**Q:** I have a vibration of SnO frozen into the crystal at growing amplitude. The two sheets of tin atoms in each layer slide in opposite directions, and the oxygen atoms between them hardly move. The energy looks like a plain parabola to me. Is there anything in it beyond a spring?

SnO (P4/nmm, 4 atoms, 17.21 Å³ an atom) with one normal mode frozen in at fixed cell, computed with Ansatz 0.2.0: plane-wave PAW, PBEsol, scalar-relativistic, no spin polarisation, cutoff 420 eV, k mesh 12×12×10, Gaussian smearing 0.15 eV. Energies are free energies relative to the undisturbed cell; the force is minus their slope with amplitude; pressure is positive in compression.

| amplitude (Å of the largest displacement) | energy change (meV a cell) | force along mode (eV/Å) | pressure (GPa) |
| --- | --- | --- | --- |
| -0.2 | 225.1 | 2.281 | 1.86 |
| -0.1 | 55.7 | 1.118 | 0.46 |
| 0 | 0.0 | 0.000 | -0.01 |
| 0.025 | 3.5 | -0.278 | 0.01 |
| 0.05 | 13.9 | -0.556 | 0.10 |
| 0.075 | 31.3 | -0.836 | 0.25 |
| 0.125 | 87.2 | -1.403 | 0.72 |
| 0.15 | 125.9 | -1.691 | 1.04 |
| 0.175 | 171.8 | -1.984 | 1.42 |

**A:** Look at the force rather than the energy, and divide it by the displacement. For an ideal spring that ratio is the same in every row. Here it starts at 11.1 eV/Å² for very small displacements and reaches 11.4 eV/Å² at 0.2 Å. The spring stiffens, though by less than 3 %.

**Q:** Two rows, the one with the largest displacement among them, have a minus sign. Should I treat them as a separate branch?

**A:** No. A half-turn about an axis through a tin atom, perpendicular to the layers, leaves the undisturbed crystal as it was but reverses every displacement in this pattern. Motion to the left and motion to the right therefore cost the same energy. The two negative rows supply the points at 0.1 and 0.2 Å for a single curve, and the force changes sign only because it always points back to the middle.

**Q:** Then I think I know why it stiffens. When tin slides, it runs into some of its oxygen neighbours. The shortest Sn–O distance falls from 2.22 to 2.13 Å, and a squeezed bond resists more and more.

**A:** That is a fair description of one bond, so let us see what it predicts. The shortening is nearly proportional to the displacement. If the squeezed bond set the stiffness, the stiffness would grow in proportion to the displacement too, whichever way tin moved. It would rise from the very first step, with a sharp kink at zero.

**Q:** And it doesn't?

**A:** It starts flat and bends upwards. I fitted the force in all nine rows twice, with two coefficients each time: once with a stiffness that grows with the size of the displacement, once with a stiffness that grows with its square. The typical miss of the first fit is nine times that of the second. The first also puts the small-amplitude vibration at 111.9 cm⁻¹, whereas a separate calculation of the mode gives 112.6 cm⁻¹, as does the second fit.

**Q:** But the bond really is squeezed. Where does its extra resistance go?

**A:** Each tin atom has four oxygen neighbours. As two of the bonds shorten, the other two lengthen, to 2.33 Å at the largest displacement. A squeezed bond is stiffer than a spring and a stretched one is softer, so to first order the gain on one side is paid back on the other. Reversing the motion merely swaps the two pairs.

What survives is the part that is the same for both directions. With x for the displacement, the energy is E = kx²/2 + cx⁴, where k is the spring constant and c measures the first departure from a spring. The restoring force is then kx + 4cx³, and the stiffness grows as x². Symmetry allows only even powers of x, and these are the first two. It does not fix the size of c or even its sign; those come from the calculation.

**Q:** So a motion in which all four bonds shorten together would look different?

**A:** It could. Move both sheets of tin straight towards the oxygen between them and every Sn–O bond shortens; move both away and every one lengthens. No symmetry operation turns one motion into the other, so a term in x³ is allowed and the curve may be lopsided. The question to ask of any vibration is whether the crystal can tell its two directions apart.

**Q:** I have another candidate. The pressure climbs from practically zero to 1.86 GPa, and it follows the stiffness almost perfectly, with a correlation of 0.999. Compressed solids are stiffer. Surely the vibration builds up pressure, and the pressure stiffens the spring?

**A:** The correlation is real, but both quantities grow as the square of the displacement, and any two such quantities would correlate as well. Now check what has been compressed. The cell has the same volume in every row. A solid under pressure is stiffer because its atoms have been pushed closer together by a loss of volume, and no volume is lost here.

**Q:** What is the pressure telling me, then?

**A:** It tells you how the energy of the distorted crystal would change if you altered the volume. Take first the limit of a spring constant that is blind to volume. When the cell expands, the frozen pattern expands with it, so x grows as the cube root of the volume V and the energy as V^(2/3). The crystal would save energy by shrinking, and the pressure would be −2E/(3V), or −0.35 GPa at 0.2 Å.

The calculation gives a positive pressure instead, so the distorted crystal wants to expand. The spring constant must fall when the cell grows, and fast enough to outweigh the larger displacement. From the numbers, it changes by about 4 % for each 1 % of volume, provided the cell is scaled uniformly and the atoms keep their relative positions. The pressure thus reveals a sensitivity to volume that the fixed cell never gets to use.

**Q:** Suppose I let the cell use it. A real crystal is not held in a rigid box.

**A:** Then it expands a little and lowers its energy. For an expansion ΔV, the pressure P delivers the work PΔV, while the elastic cost is BΔV²/(2V), with B the bulk modulus. The best compromise is ΔV = PV/B, and the energy saved is VP²/(2B). Because P grows as x², this saving grows as x⁴, exactly like the term that stiffens the spring.

**Q:** So the two compete at every amplitude. Which one wins?

**A:** Work it out at 0.2 Å. The stiffening term is worth 3.0 meV there, out of a total of 225 meV. The cell volume is 4 × 17.21 = 68.84 Å³ and the pressure has risen by 1.874 GPa, so VP²/2 is 68.84 × 1.874² / 2 = 120.9 GPa² Å³.

Dividing by 160.2, the number of GPa in 1 eV/Å³, turns this into 0.755 eV GPa. The saving equals 0.0030 eV when B is 0.755/0.0030, or about 250 GPa. Only a crystal stiffer than that would keep its hardening once the volume is free, if the displacement is counted as a fraction of the cell edge. The row at 0.2 Å was part of the force fit and of a similar fit to the pressure, so this is a consequence of the fitted curves and not a test of them.

**Q:** And how stiff is SnO?

**A:** Its bulk modulus was not calculated here. As a rough recalled figure it is some tens of GPa, as befits layers held together weakly. That figure lets the cell change its proportions and the atoms rearrange inside it. My estimate allows neither, which makes the crystal stiffer, but I would not expect it to come near 250 GPa. If so, releasing the volume saves more than the stiffening costs, and the spring softens with amplitude.

**Q:** Then I was right after all! Take away the pressure and the stiffening goes.

**A:** You were right that the two are connected, but not about how. The pressure does not push on the spring. The rigid cell denies the crystal an escape, and pressure is the sign that an escape exists. In the limit of an infinite bulk modulus this escape would be worth nothing, and the hardening in the table would remain for as long as the atoms keep to the frozen pattern.

**Q:** Is volume the only escape?

**A:** No. The tin atoms also feel a growing force perpendicular to the layers, which this frozen pattern does not let them follow. The cell carries a shear stress as well, and that one grows in proportion to the displacement, so releasing it would lower even the x² part of the energy. How much these add was not calculated, but each can only lower the curve.

**Q:** What may I take from the table for a real piece of SnO?

**A:** The frequency of small vibrations rests on the curvature at the bottom, with the cell held fixed. That is the right choice, because the cell of a sizeable crystal has no time to change shape within a single swing. The slight hardening belongs to the clamped cell and the frozen pattern, and I would not carry it over to a lasting distortion, in which cell and atoms are free to respond. One fault touches both: the calculation finds no band gap in any row, the undisturbed crystal included, whereas real SnO is a semiconductor. What that does to the spring has not been tested. The fits and the estimates are in the output below.

The analysis program printed:

```
fit of pull on 9 rows: coefficient of x 11.11 +/- 0.0014, coefficient of x3 7.507 +/- 0.049; rms 0.000177, worst 0.175 -0.000304, leave-one-out rms 0.000279
fit of pull on 9 rows: coefficient of x 10.97 +/- 0.021, coefficient of xabs 2.109 +/- 0.13; rms 0.00165, worst 0.025 -0.00237, leave-one-out rms 0.00266
fit of pressure on 9 rows: constant -0.01383 +/- 0.0017, coefficient of x2 46.86 +/- 0.088; rms 0.00312, worst 0.025 0.00546, leave-one-out rms 0.00387
Stiffness and bonds (row 0 holds the fitted limit):
    row  force per displacement eV/A2  short Sn-O A  long Sn-O A
   -0.2                          11.4         2.129        2.333
   -0.1                         11.18         2.175        2.277
    0.0                         11.11         2.224        2.224
  0.025                         11.12         2.212        2.237
   0.05                         11.12         2.199         2.25
  0.075                         11.15         2.187        2.264
  0.125                         11.22         2.163        2.291
   0.15                         11.27         2.151        2.305
  0.175                         11.34          2.14        2.319
Rise of force per displacement at 0.2 A, cubic-force fit, %: 2.704
Quartic part of the energy at 0.2 A, meV a cell: 3.003
Largest gap between integrated force fit and energy column, meV: 0.0288
Rms miss of squeezed-bond fit over that of cubic-force fit: 9.334
Wavenumber from cubic-force fit, 1/cm (mode calculation 112.6): 112.6
Wavenumber from squeezed-bond fit, 1/cm: 111.9
Correlation of pressure with force per displacement, displaced rows: 0.9992
Pressure rise at 0.2 A, GPa: 1.874
Pressure at 0.2 A if the spring were blind to volume, GPa: -0.3493
Stiffening of the spring per 1 % loss of volume, %: 4.244
Bulk modulus at which pressure release just cancels the quartic part, GPa: 251.3
```
